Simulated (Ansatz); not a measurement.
Response to strain in CaSe

Take CaSe in the rock salt structure (space group Fm-3m, No. 225) as the base.

```
CaSe
1.0
    0.00000     2.93425     2.93425
    2.93425     0.00000     2.93425
    2.93425     2.93425     0.00000
Ca Se
1 1
Direct
  0.00000   0.00000   0.00000
  0.50000   0.50000   0.50000
```

Cartesian axes are those of the cell as printed.

Strains are applied to the cell and any free atomic positions relax; under biaxial strain the out-of-plane vector relaxes too.

Method: PBEsol in Ansatz (plane waves to 420 eV, PAW, scalar-relativistic without spin-orbit coupling).

```tsv
biaxial strain, plane normal [111], relaxed out of plane (%)	out-of-plane strain (%)
-2.5	1.90
-2.08	1.58
-1.67	1.27
-1.25	0.95
-0.83	?
-0.42	0.32
0	0.00
```

Q: Fit ε⊥ = −νε + γε² (strains in %) to the rows shown and predict the withheld row.

A: Least squares on the printed values gives ν = 0.76 (the biaxial Poisson response) and γ = 0.000 (largest residual 0.00 %); this predicts 0.63 %, and the run gives 0.63 %, in agreement.

Stability against distortions was not tested.

Ansatz is a first-principles code.
